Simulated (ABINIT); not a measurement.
# Cr (Cmcm) in ABINIT: equation of state

How stiff is Cr in PBE, and what volume does it want? The cell is scaled to several volumes.

Everything below comes from runs of ABINIT 10.8.3 (patched build). Logs are shortened: lines on timing, memory, paths and dates and some standing lists are left out, and cuts for length are marked. The log counts tension as positive stress, the text compression.

### 1 The crystal as given

It takes space group Cmcm (No. 63, orthorhombic). Conventional cell: a = 2.294 Å, b = 4.934 Å, c = 4.064 Å, α = 90.00°, β = 90.00°, γ = 90.00°. Cr (site symmetry m2m) has 8 Cr at 2.29 to 2.62 Å as nearest neighbours.

This isn't the form of Cr at room conditions, which is bcc.

### 2 Equation of state, PBE, collinear spin, ferromagnetic start

run.abi

```
# Datasets: one volume each
ndtset 7
scalecart1 3*0.9795861087
scalecart2 3*0.9864848297
scalecart3 3*0.9932883884
scalecart4 3*1.0000000000
scalecart5 3*1.0066227096
scalecart6 3*1.0131594038
scalecart7 3*1.0196128224

# Pseudopotentials
pp_dirpath "./"
pseudos "Cr.GGA_PBE-JTH.xml"

# Structure
acell 3*1.0
rprim
     2.1676113056    -4.6620018194     0.0000000000
     2.1676113056     4.6620018194     0.0000000000
     0.0000000000     0.0000000000     7.6804341840
ntypat 1
znucl 24
natom 2
typat 1 1
chkprim 0
chksymtnons 0
tolsym 1.0e-6
xred
     0.8705325800     0.1294674200     0.7500000000
     0.1294674200     0.8705325800     0.2500000000

# Plane-wave basis
ecut 23.0
pawecutdg 45.0
pawxcdev 0

# k points
kptopt 1
ngkpt 13 13 7
nshiftk 1
shiftk 0.0 0.0 0.0

# Exchange and correlation
ixc 11

# Bands and occupations
nband 20
occopt 3
tsmear 0.05 eV

# Spin
nsppol 2
spinat
     0.0000000000     0.0000000000     3.0000000000
     0.0000000000     0.0000000000     3.0000000000

# SCF cycle
nstep 100
tolvrs 1.0e-9

# Output
iomode 3
prtwf 0
prtden 0
prteig 0
prtebands 0
```

Potentials or basis: JTH PAW PBE v2.0.

Started as:

```console
> mpirun --bind-to none -np 4 abinit run.abi > log 2>&1
```

run.abo:

```text
.Version 10.8.3 of ABINIT
 DATASET    1 : space group Cm c m (# 63); Bravais oC (1-face-center ortho.)
================================================================================
 Values of the parameters that define the memory need for DATASET  1.
     intxc =       0    ionmov =       0      iscf =      17    lmnmax =      18
     lnmax =       6     mgfft =      36  mpssoang =       3    mqgrid =    3001
     natom =       2  nloc_mem =       2    nspden =       2   nspinor =       1
    nsppol =       2      nsym =       8    n1xccc =       1    ntypat =       1
    occopt =       3   xclevel =       2
       mpw =         786          nfft =       20736          nkpt =         196
Pmy_natom=         1
 PAW method is used; the additional fine FFT grid is defined by:
   mgfftf=        48    nfftf =     49152
================================================================================
================================================================================
[... 77 lines left out ...]
================================================================================
 Values of the parameters that define the memory need for DATASET  7.
     intxc =       0    ionmov =       0      iscf =      17    lmnmax =      18
     lnmax =       6     mgfft =      36  mpssoang =       3    mqgrid =    3001
     natom =       2  nloc_mem =       2    nspden =       2   nspinor =       1
    nsppol =       2      nsym =       8    n1xccc =       1    ntypat =       1
    occopt =       3   xclevel =       2
       mpw =         883          nfft =       20736          nkpt =         196
Pmy_natom=         1
 PAW method is used; the additional fine FFT grid is defined by:
   mgfftf=        48    nfftf =     49152
================================================================================
================================================================================

--------------------------------------------------------------------------------
------------- Echo of variables that govern the present computation ------------
--------------------------------------------------------------------------------
 -outvars: echo values of preprocessed input variables --------
            acell      1.0000000000E+00  1.0000000000E+00  1.0000000000E+00 Bohr
              amu      5.19961000E+01
          chkprim           0
      chksymtnons           0
             ecut      2.30000000E+01 Hartree
                       outvar_i_n : Printing only first  50 k-points.
              ixc          11
           jdtset        1    2    3    4    5    6    7
                       outvar_i_n : Printing only first  50 k-points.
         kptrlatt       13    0    0      0   13    0      0    0    7
          kptrlen1     5.26655264E+01
          kptrlen2     5.30364227E+01
          kptrlen3     5.34022026E+01
          kptrlen4     5.37630393E+01
          kptrlen5     5.41190963E+01
          kptrlen6     5.44705288E+01
          kptrlen7     5.48174842E+01
            natom           2
            nband          20
           ndtset           7
            ngfft          24      24      36
          ngfftdg          32      32      48
             nkpt         196
           nspden           2
           nsppol           2
            nstep         100
             nsym           8
           ntypat           1
                       prtocc : prtvol=0, do not print more k-points.
                       1.000000  1.000000  1.000000  1.000000  1.000000  1.000000
                       1.000000  1.000000  1.000000  1.000000  1.000000  1.000000
                       1.000000  1.000000  0.000000  0.000000  0.000000  0.000000
                       0.000000  0.000000
                       1.000000  1.000000  1.000000  1.000000  1.000000  1.000000
                       1.000000  1.000000  1.000000  1.000000  1.000000  1.000000
                       1.000000  1.000000  0.000000  0.000000  0.000000  0.000000
                       0.000000  0.000000
                       1.000000  1.000000  1.000000  1.000000  1.000000  1.000000
                       1.000000  1.000000  1.000000  1.000000  1.000000  1.000000
                       1.000000  1.000000  0.000000  0.000000  0.000000  0.000000
                       0.000000  0.000000
                       1.000000  1.000000  1.000000  1.000000  1.000000  1.000000
                       1.000000  1.000000  1.000000  1.000000  1.000000  1.000000
                       1.000000  1.000000  0.000000  0.000000  0.000000  0.000000
                       0.000000  0.000000
                       1.000000  1.000000  1.000000  1.000000  1.000000  1.000000
[... 168 lines left out ...]
                       1.000000  1.000000  1.000000  1.000000  1.000000  1.000000
[... 45 lines left out ...]
                       0.0000000000E+00  0.0000000000E+00  3.0000000000E+00
           tolsym      1.00000000E-06
           tolvrs      1.00000000E-09
           tsmear      1.83746611E-03 Hartree
            typat      1  1
           useylm           1
                       outvars : Printing only first  50 k-points.
           xangst1     1.1236347399E+00 -1.7909051498E+00  2.9860067547E+00
                       1.1236347399E+00  1.7909051498E+00  9.9533558491E-01
           xangst2     1.1315479213E+00 -1.8035175734E+00  3.0070356641E+00
                       1.1315479213E+00  1.8035175734E+00  1.0023452214E+00
           xangst3     1.1393519468E+00 -1.8159560188E+00  3.0277744966E+00
                       1.1393519468E+00  1.8159560188E+00  1.0092581655E+00
           xangst4     1.1470505042E+00 -1.8282263640E+00  3.0482330529E+00
                       1.1470505042E+00  1.8282263640E+00  1.0160776843E+00
           xangst5     1.1546470866E+00 -1.8403341763E+00  3.0684206152E+00
                       1.1546470866E+00  1.8403341763E+00  1.0228068717E+00
           xangst6     1.1621450050E+00 -1.8522847330E+00  3.0883459826E+00
                       1.1621450050E+00  1.8522847330E+00  1.0294486609E+00
           xangst7     1.1695474021E+00 -1.8640830430E+00  3.1080175064E+00
                       1.1695474021E+00  1.8640830430E+00  1.0360058355E+00
            xcart1     2.1233619240E+00 -3.3843202506E+00  5.6427349766E+00
                       2.1233619240E+00  3.3843202506E+00  1.8809116589E+00
            xcart2     2.1383156697E+00 -3.4081542770E+00  5.6824738560E+00
                       2.1383156697E+00  3.4081542770E+00  1.8941579520E+00
            xcart3     2.1530631404E+00 -3.4316595322E+00  5.7216645696E+00
                       2.1530631404E+00  3.4316595322E+00  1.9072215232E+00
            xcart4     2.1676113056E+00 -3.4548471242E+00  5.7603256380E+00
                       2.1676113056E+00  3.4548471242E+00  1.9201085460E+00
            xcart5     2.1819667658E+00 -3.4777275734E+00  5.7984746019E+00
                       2.1819667658E+00  3.4777275734E+00  1.9328248673E+00
            xcart6     2.1961357781E+00 -3.5003108526E+00  5.8361280891E+00
                       2.1961357781E+00  3.5003108526E+00  1.9453760297E+00
            xcart7     2.2101242812E+00 -3.5226064273E+00  5.8733018817E+00
                       2.2101242812E+00  3.5226064273E+00  1.9577672939E+00
             xred      8.7053258000E-01  1.2946742000E-01  7.5000000000E-01
                       1.2946742000E-01  8.7053258000E-01  2.5000000000E-01
            znucl       24.00000

================================================================================

 chkinp: Checking input parameters for consistency, jdtset=   1.

 chkinp: Checking input parameters for consistency, jdtset=   2.
[... 35 lines left out ...]
 getcut: wavevector=  0.0000  0.0000  0.0000  ngfft=  24  24  36
         ecut(hartree)=     23.000   => boxcut(ratio)=   2.20826

 getcut : COMMENT -
  Note that boxcut > 2.2 ; recall that boxcut=Gcut(box)/Gcut(sphere) = 2
  is sufficient for exact treatment of convolution.
  Such a large boxcut is a waste : you could raise ecut
  e.g. ecut=   28.039416 Hartrees makes boxcut=2

 Fine grid specifications (used for densities):

 getcut: wavevector=  0.0000  0.0000  0.0000  ngfft=  32  32  48
         ecut(hartree)=     45.000   => boxcut(ratio)=   2.10477

--- Pseudopotential description ------------------------------------------------
- pspini: atom type   1  psp file is ./Cr.GGA_PBE-JTH.xml
 Pseudopotential format is: paw10
 basis_size (lnmax)=  6 (lmn_size= 18), orbitals=   0   0   1   1   2   2
 Spheres core radius: rc_sph= 2.10817612
 Shapefunction is SIN type: shapef(r)=[sin(pi*r/rshp)/(pi*r/rshp)]**2
 Radius for shape functions =  1.80035846
 Compensation charge density is not taken into account in XC energy/potential

   1.51274653E+03                                ecore*ucvol(ha*bohr**3)
--------------------------------------------------------------------------------

================================================================================

--- !BeginCycle
iteration_state: {dtset: 1, }
solver: {iscf: 17, nstep: 100, nline: 4, wfoptalg: 10, }
tolerances: {tolvrs: 1.00E-09, }
...
[... 1419 lines left out ...]
-Cartesian components of stress tensor (GPa)         [Pressure= -7.2360E+00 GPa]
- sigma(1 1)=  7.78268000E+00  sigma(3 2)=  0.00000000E+00
- sigma(2 2)=  9.33599528E+00  sigma(3 1)=  0.00000000E+00
- sigma(3 3)=  4.58944660E+00  sigma(2 1)=  0.00000000E+00

== END DATASET(S) ==============================================================
================================================================================

 -outvars: echo values of variables after computation  --------
            acell      1.0000000000E+00  1.0000000000E+00  1.0000000000E+00 Bohr
           etotal1    -1.7480833574E+02
           etotal2    -1.7481056231E+02
           etotal3    -1.7481212957E+02
           etotal4    -1.7481309749E+02
           etotal5    -1.7481352679E+02
           etotal6    -1.7481346459E+02
           etotal7    -1.7481296026E+02
            fcart1    -7.0116589486E-19  4.4823274256E-03  1.0485087132E-31
                       7.0116589486E-19 -4.4823274256E-03 -1.0485087132E-31
            fcart2    -3.1191101856E-19  4.1606307562E-03 -0.0000000000E+00
                       3.1191101856E-19 -4.1606307562E-03 -0.0000000000E+00
            fcart3     3.0753611222E-19  3.8420716428E-03 -2.0680893531E-31
                      -3.0753611222E-19 -3.8420716428E-03  2.0680893531E-31
            fcart4    -6.6002344551E-19  3.5340478990E-03 -2.5677614257E-31
                       6.6002344551E-19 -3.5340478990E-03  2.5677614257E-31
            fcart5    -5.5937334098E-19  3.2541435909E-03  4.0813884308E-31
                       5.5937334098E-19 -3.2541435909E-03 -4.0813884308E-31
[... 38 lines left out ...]
                       0.0000000000E+00  0.0000000000E+00  0.0000000000E+00
           xangst1     1.1236347399E+00 -1.7909051498E+00  2.9860067547E+00
                       1.1236347399E+00  1.7909051498E+00  9.9533558491E-01
           xangst2     1.1315479213E+00 -1.8035175734E+00  3.0070356641E+00
                       1.1315479213E+00  1.8035175734E+00  1.0023452214E+00
           xangst3     1.1393519468E+00 -1.8159560188E+00  3.0277744966E+00
                       1.1393519468E+00  1.8159560188E+00  1.0092581655E+00
           xangst4     1.1470505042E+00 -1.8282263640E+00  3.0482330529E+00
                       1.1470505042E+00  1.8282263640E+00  1.0160776843E+00
           xangst5     1.1546470866E+00 -1.8403341763E+00  3.0684206152E+00
                       1.1546470866E+00  1.8403341763E+00  1.0228068717E+00
           xangst6     1.1621450050E+00 -1.8522847330E+00  3.0883459826E+00
                       1.1621450050E+00  1.8522847330E+00  1.0294486609E+00
           xangst7     1.1695474021E+00 -1.8640830430E+00  3.1080175064E+00
                       1.1695474021E+00  1.8640830430E+00  1.0360058355E+00
             xred      8.7053258000E-01  1.2946742000E-01  7.5000000000E-01
                       1.2946742000E-01  8.7053258000E-01  2.5000000000E-01
 Calculation completed.
```

Wall time 15 min (4 MPI ranks of AMD EPYC 7R43 (Zen 3), shared host); peak memory 0.76 GiB.

What came out:

* Equilibrium volume: 11.82 Å³/atom
* Bulk modulus at fixed shape and positions: 230 GPa
* Pressure derivative of the bulk modulus: 4.1

Energy against volume, from the lowest point:
```tsv
volume (Å³/atom)	energy (meV/atom)
10.811	70.63
11.041	40.33
11.271	19.01
11.501	5.84
11.731	0.00
11.961	0.85
12.191	7.71
```

Caveat: pressures at fixed basis lie under the slope of the energies; the cell was scaled at fixed shape and fractional positions, which overstates the stiffness of a crystal with free parameters, most of all of layers and chains.
